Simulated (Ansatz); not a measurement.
A generator proposed this cell of CdS.

```cif
data_structure
_symmetry_space_group_name_H-M 'P 1'
_symmetry_Int_Tables_number 1
_cell_length_a 7.8360
_cell_length_b 4.4617
_cell_length_c 4.2247
_cell_angle_alpha 90.000
_cell_angle_beta 90.000
_cell_angle_gamma 90.000
_cell_volume 147.70
loop_
_atom_site_label
_atom_site_type_symbol
_atom_site_fract_x
_atom_site_fract_y
_atom_site_fract_z
_atom_site_occupancy
Cd1 Cd 0.75000 0.00000 0.35541 1
Cd2 Cd 0.00000 0.50000 0.00000 1
Cd3 Cd 0.25000 0.00000 0.64459 1
Cd4 Cd 0.50000 0.50000 0.00000 1
S1 S 0.75000 0.50000 0.64459 1
S2 S 0.00000 0.00000 0.00000 1
S3 S 0.25000 0.50000 0.35541 1
S4 S 0.50000 0.00000 0.00000 1
```

The calculation used Ansatz, DFT PBE, scalar-relativistic, plane waves, PAW. Plane waves to 420 eV, a k mesh through Γ of 2×4×4 on the computed 8-atom cell and Gaussian smearing (0.10 eV); no spin polarisation.

Formation energies are uncorrected and refer to the elements' standard structures at the same level.

Question: Estimate its pressure, forces and energy as it stands.

Answer: The pressure is 25.9 GPa (the mean over three directions, positive in compression), the largest force is 2.29 eV/Å, and the energy is +0.02 eV/atom against the elements. The shortest distance is 2.23 Å.

Question: Is it a good guess?

Answer: A rough one: relaxing gains about 0.55 eV/atom in 20 ionic steps and ends at −0.524 eV/atom on the finer mesh. The symmetry stays Pmma (No. 51). The volume per atom grows by 12.4 %, from 18.5 to 20.8 Å³. The shortest distance goes from 2.23 Å (Cd–S) to 2.71 Å (Cd–S). Conventional cell: a = 7.768 Å, b = 5.497 Å, c = 3.888 Å. Around Cd on a site of symmetry mm2 lie 6 S at 2.75 Å; Cd on a site of symmetry 2/m has 6 S at 2.71–2.78 Å; around S on a site of symmetry mm2 lie 6 Cd at 2.71–2.78 Å; 1 more site not described.

The last run used a 6×8×10 mesh (in the run's order of axes) for its 8-atom cell and Gaussian smearing of 0.01 eV. The reference form of S is held partly by dispersion forces, which this level lacks. The relaxation can't lower the symmetry of the start, and the grade says only how near the guess is to its own end. Symmetry constrained the relaxation, so the result can be a saddle point.
